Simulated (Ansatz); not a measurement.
## A series in volume per atom on SrO

Results calculated with Ansatz 0.2.0, not measured. Periodic Kohn-Sham DFT of a crystal at fixed atoms; pressure and stress are positive in compression; the energy is the free energy less that of spherical unpolarised free atoms; site moments are those in the method's own spheres, positive along +z.

Cell of the first row (space group Fm-3m, No. 225):
```
SrO
1.0
      0.0000     2.5173     2.5173
      2.5173     0.0000     2.5173
      2.5173     2.5173     0.0000
Sr O
1 1
Direct
  0.00000 0.00000 0.00000
  0.50000 0.50000 0.50000
```

Settings of every row: method frozen-core PAW; functional PBEsol; relativity scalar; k mesh 8x8x8; filling fermi-dirac; smearing width 0.03 eV; wave cutoff 420 eV; paw set soft_2.

Atom start moment: 0 on all atoms.

Limits: PAW files made with PBE.

| row | volume per atom (Å³) | pressure (GPa) |
| --- | --- | --- |
| 1 | 15.952 | 5.465 |
| 2 | 16.292 | 3.091 |
| 3 | 16.631 | 0.972 |
| 4 | 16.801 | -0.002 |
| 5 | 16.971 | -0.924 |
| 6 | 17.14 | ? |
| 7 | 17.31 | -2.619 |
| 8 | 17.649 | -4.136 |
| 9 | 17.989 | -5.492 |

Question: what pressure should row 6 give?

Worked fit of pressure. Take u = (V_r/V)^(2/3) − 1 with V_r = 16.886 Å³ an atom, which is twice the finite (Eulerian) strain; such expansions in the strain, on which the Birch-Murnaghan equation of state is built, carry the rest volume and the bulk modulus. The shown rows have u = 0.03866, 0.02416, 0.0102, 0.00337, -0.00334, -0.0164, -0.02903, -0.04131. Least squares give pressure = −0.4706 + 137.526 × u + 400.56 × u² + 348 × u³ GPa; a parabola predicts inner rows, each left out in turn, worse (root mean square 0.0059 against 0.0023 GPa). The rows lie off it by 0.000, 0.000, -0.002, 0.001, 0.001, 0.001, -0.002, 0.001. The pressure vanishes at u = 0.0034, or V = 16.8 Å³ an atom, and there the bulk modulus at fixed shape and fractions is B = −V dP/dV = (2/3)(1 + u) dP/du = 93.8 GPa. The withheld row has u = -0.0099, so the fit gives −0.4706 + 137.526 × (-0.0099) + 400.56 × (-0.0099)² + 348 × (-0.0099)³ = -1.793 GPa.

The calculation gave -1.795 GPa. The fit lies 0.002 GPa (0.018 % of the column's range) above it; its largest miss of a shown row is 0.002 GPa.
